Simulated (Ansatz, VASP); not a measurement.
One calculation of SnSe, two programs

```
CELL_PARAMETERS angstrom
0.00000 2.97275 2.97275
2.97275 0.00000 2.97275
2.97275 2.97275 0.00000
ATOMIC_POSITIONS crystal
Sn 0.00000 0.00000 0.00000
Se 0.50000 0.50000 0.50000
```

Alike in both runs: functional PBEsol; k mesh 8 × 8 × 8; occupations gaussian, width 0.02 eV; no spin polarisation.

Ansatz relaxed the structure, and its values are those at the end. VASP's run is a single point on that final structure, the one shown.

|  | VASP | Ansatz |
| --- | --- | --- |
| version | VASP 6.6.1 | Ansatz 0.2.0 |
| potentials or method | VASP PAW PBE potentials, release 64 (Sn_d, Se) | scalar-relativistic, plane waves, PAW |
| plane-wave cutoff (eV) | 520 | 420 |
| valence electrons in the cell | 20 | 30 |

```csv
,VASP,Ansatz,Ansatz less VASP
gap on the k mesh at the Fermi level (eV),0.75,0.75,-0.001
least direct gap on the mesh (eV),0.82,0.82,-0.002
pressure (GPa),0.0,0.0,-0.02
```

With one functional, cell and mesh, what is left measures potentials, basis and numerics. The two sets of potentials don't hold the same shells in valence.

Caveats: the PAW data sets were made with another functional, which shifts forces and pressure a little (VASP); spin-orbit coupling is left out, which moves the levels of the heavy elements. A k mesh can miss the band edges.
